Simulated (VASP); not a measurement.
Wanted: the native input for a VASP 6.6.1 run.

```yaml
Task: single point
Functional: HSE(alpha, omega)
Potentials_or_basis: VASP PAW PBE potentials, release 64 (B)
Cutoff: 520 eV
k_mesh: 7 × 7 × 7
Occupations: fermi-dirac, width 0.05 eV
Spin: no spin polarisation
Screening_parameter: 0.2
Grid_for_exact_exchange_PRECFOCK: Fast
Further_INCAR_settings: ALGO = Normal; EDIFF = 1e-07
```

B:

```
CELL_PARAMETERS angstrom
1.88524 0.00000 0.00000
0.00000 1.88524 0.00000
0.00000 0.00000 1.88524
ATOMIC_POSITIONS crystal
B 0.50000 0.50000 0.50000
```

The cell was built by a generator and needn't be a form met in nature.

The input as run:

POSCAR

```
B
1.0
    1.8852400000      0.0000000000      0.0000000000
    0.0000000000      1.8852400000      0.0000000000
    0.0000000000      0.0000000000      1.8852400000
B
1
Direct
    0.5000000000      0.5000000000      0.5000000000
```

INCAR.step1

```
PREC = Accurate
ENCUT = 520
EDIFF = 1E-5
ISMEAR = -1
SIGMA = 0.05
LREAL = F
LASPH = T
NELM = 100
ALGO = Normal
ISIF = 2
LWAVE = T
LCHARG = F
GGA = PE
```

INCAR.step2

```
PREC = Accurate
ENCUT = 520
EDIFF = 1E-7
ISMEAR = -1
SIGMA = 0.05
LREAL = F
LASPH = T
NELM = 100
ALGO = Normal
ISIF = 2
LWAVE = F
LCHARG = F
GGA = PE
LHFCALC = T
HFSCREEN = 0.2
AEXX = 0.25
PRECFOCK = Fast
ISTART = 1
```

KPOINTS

```
regular mesh
0
Gamma
  7 7 7
```

Potentials or basis: VASP PAW PBE potentials, release 64 (B).

Launch:

```sh
$ cat potpaw_PBE.64/B/POTCAR > POTCAR
$ cp INCAR.step1 INCAR
$ mpirun -np 1 vasp_std > vasp.out
$ cp INCAR.step2 INCAR
$ mpirun -np 1 vasp_std > vasp.out
```

Results of the run:

* Pressure: -4.6 GPa
* Band gap on the k mesh: none (metal or under the smearing width)

Caveat: the k mesh is coarse (spacing up to 0.48 Å⁻¹), so the values aren't converged, least of all with exact exchange; the PAW data sets were made with another functional, which shifts forces and pressure a little.

Wall time 19 s on 1 thread of Intel(R) Xeon(R) Platinum 8488C (Sapphire Rapids), on a shared host, peak memory 0.2 GiB.
